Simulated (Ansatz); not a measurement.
Wanted: the native input for an Ansatz 0.2.0 run.

```
Task                : single point
Functional          : PBE0
Potentials or basis : all-electron PAW datasets made for the crystal
Cutoff              : 270 eV (chosen from the basis error)
k mesh              : 6 × 6 × 6
Occupations         : fermi-dirac, width 0.05 eV
Spin                : no spin polarisation
```

Sb:

```
Sb
1.0
     3.16000    0.00000    0.00000
     0.00000    3.16000    0.00000
     0.00000    0.00000    3.16000
Sb
1
Cartesian
  0.0000 0.0000 0.0000
```

This isn't the form of Sb at room conditions, which is rhombohedral.

These files were run (other wordings do the same):

input.yaml

```yaml
crystal:
  lattice:
    - [3.16, 0.0, 0.0]
    - [0.0, 3.16, 0.0]
    - [0.0, 0.0, 3.16]
  atoms:
    - { symbol: Sb, position: [0.0, 0.0, 0.0] }
kpoints:
  mp_grid: { grid: [6, 6, 6] }
scf:
  occupations: { method: fermi_dirac, width: 0.05 }
hamiltonian:
  xc: pbe0
  pseudopotentials: { kind: all_electron, datasets: crystal }
output:
  forces: true
  stress: true
```

Potentials or basis: all-electron PAW datasets made for the crystal.

The run is started by

```bash
$ ansatz run input.yaml --threads 2 --pin off --max-ram 8192MiB --backend cpu --events-out ev --progress --plain --runs-dir out
```

It gave:

* Pressure: -3.2 GPa
* Band gap on the k mesh: none (metal or under the smearing width)

Caveat: the k mesh is thin for a metal, which can move the energy by tens of meV per atom; the program warned that the printed levels may be off, so bands, gaps and densities of states are rough.

It took 19 s on 2 threads of Arm Neoverse V2, on a shared host, peak memory 0.48 GiB.
